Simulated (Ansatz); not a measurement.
# Relaxing Sb

Level of theory: DFT PBE, scalar-relativistic, plane waves, PAW in Ansatz 0.2.0. Cutoff 420 eV, Γ-centred k mesh, Gaussian smearing, no spin polarisation in the final step.

The start puts Sb on the omega structure type (P6/mmm, No. 191), at a guessed volume.

```
Sb
1.0
     5.81209    0.00000    0.00000
    -2.90604    5.03342    0.00000
     0.00000    0.00000    3.56306
Sb
3
Direct
  0.00000 0.00000 0.00000
  0.33333 0.66667 0.50000
  0.66667 0.33333 0.50000
```

Cell and atoms relax at zero pressure; the relaxation can't lower the symmetry of the start. After a coarse first stage the cell is made exact in the group found at 0.06 Å.

Energies count from the standard state of Sb at the same level.

What does it relax into?

It keeps P6/mmm (No. 191). The result has the omega structure. Conventional cell: a = 5.432 Å, c = 3.232 Å. Sb on Wyckoff site a (1 atom of the primitive cell) has 2 Sb at 3.23 Å and 12 Sb at 3.53 Å; Sb on Wyckoff site d (2 atoms of the primitive cell) is coordinated by 5 Sb at 3.14–3.23 Å and 6 Sb at 3.53 Å.

```cif
data_structure
_symmetry_space_group_name_H-M 'P6/mmm'
_symmetry_Int_Tables_number 191
_cell_length_a 5.4318
_cell_length_b 5.4318
_cell_length_c 3.2323
_cell_angle_alpha 90.000
_cell_angle_beta 90.000
_cell_angle_gamma 120.000
_cell_volume 82.59
loop_
_atom_site_label
_atom_site_type_symbol
_atom_site_symmetry_multiplicity
_atom_site_Wyckoff_symbol
_atom_site_fract_x
_atom_site_fract_y
_atom_site_fract_z
_atom_site_occupancy
Sb1 Sb 1 a 0.00000 0.00000 0.00000 1
Sb2 Sb 2 d 0.33333 0.66667 0.50000 1
```

What are its volume, energy, density and gap?

The volume per atom is 27.53 Å³. The density is 7.34 g/cm³, the energy over the standard structure is 0.25 eV/atom and the gap on the 12×12×14 mesh is 0 eV (a metal).

The final run used a 12×12×14 mesh on its 3-atom cell and 0.10 eV smearing. The k mesh leaves about 4 meV/atom of noise in metals. Spin–orbit coupling is left out. A structure relaxed within its symmetry needn't be a true minimum.